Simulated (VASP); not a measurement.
A calculation with VASP 6.6.1 of WC (Qusongite) (native input, structure from a POSCAR):

Contents of INCAR:

```
PREC     = Accurate       # precision mode
ENCUT    = 520            # plane-wave cutoff, eV
EDIFF    = 1E-6           # SCF threshold, eV
ISMEAR   = 0              # smearing method
SIGMA    = 0.02           # smearing width, eV
LREAL    = False          # projectors in reciprocal space
LASPH    = True           # aspherical terms in the spheres
NELM     = 80             # most SCF steps
ALGO     = Normal         # electronic algorithm
ISIF     = 2              # what is computed and relaxed
LWAVE    = False          # write WAVECAR
LCHARG   = False          # write CHGCAR
GGA      = PE             # functional
```

The input KPOINTS:

```
Automatic mesh
0
Gamma
  10 10 9
```

Contents of POSCAR:

```
WC
2.9065
    1.000000000000      0.000000000000      0.000000000000
   -0.500000000000      0.866025403785      0.000000000000
    0.000000000000      0.000000000000      0.975950455875
W C
1 1
Direct
    0.0000000000      0.0000000000      0.0000000000
    0.6666666667      0.3333333333      0.5000000000
```

Potentials or basis: VASP PAW PBE potentials, release 54 (W_sv, C).

Run with:

```bash
$ cat potpaw_PBE.54/W_sv/POTCAR potpaw_PBE.54/C/POTCAR > POTCAR
$ mpirun -np 1 vasp_std > vasp.out
```

Q: Write the same calculation in another form: ASE script, structure from a P1 CIF.

A: As run:

The input run.py:

```python
from ase.calculators.vasp import Vasp
from ase.dft.bandgap import bandgap
from ase.io import read

atoms = read('WC.cif')
calc = Vasp(
    directory='calc',
    xc='pbe',
    pp='PBE',
    setups={'base': 'minimal', 'W': '_sv'},
    pp_version='54',
    prec='Accurate',
    encut=520,
    ediff=1e-06,
    ismear=0,
    sigma=0.02,
    lreal=False,
    lasph=True,
    nelm=60,
    algo='Fast',
    isif=2,
    lwave=False,
    lcharg=False,
    kpts=[10, 10, 9],
    gamma=True,
)
atoms.calc = calc

print('energy (eV):', atoms.get_potential_energy())
print('free energy (eV):', atoms.get_potential_energy(force_consistent=True))
print('forces (eV/A):')
print(atoms.get_forces())
print('stress (eV/A^3, Voigt):', atoms.get_stress())
print('Fermi level (eV):', calc.get_fermi_level())
gap, top, bottom = bandgap(calc)
print('band gap (eV):', gap, 'from (spin, k, band)', top, 'to', bottom)
```

WC.cif

```cif
data_WC
_cell_length_a 2.90650000
_cell_length_b 2.90650000
_cell_length_c 2.83660000
_cell_angle_alpha 90.00000000
_cell_angle_beta 90.00000000
_cell_angle_gamma 120.00000000
_space_group_name_H-M_alt 'P1'
_space_group_name_Hall 'P 1'
_space_group_IT_number 1
loop_
_space_group_symop_operation_xyz
'x,y,z'
loop_
_atom_site_label
_atom_site_type_symbol
_atom_site_symmetry_multiplicity
_atom_site_Wyckoff_symbol
_atom_site_fract_x
_atom_site_fract_y
_atom_site_fract_z
_atom_site_occupancy
W1 W 1 a 0.0000000000 0.0000000000 0.0000000000 1
C1 C 1 a 0.6666666667 0.3333333333 0.5000000000 1
```

Potentials or basis: VASP PAW PBE potentials, release 54 (W_sv, C).

Launch:

```bash
$ python run.py
```

Both were run:

|  | native input, structure from a POSCAR | ASE script, structure from a P1 CIF |
| --- | --- | --- |
| Pressure | 6.7 GPa | 6.8 GPa |
| Band gap on the k mesh | none (metal or under the smearing width) | none (metal or under the smearing width) |

Keys that steer only the numerical path or the files written may differ.
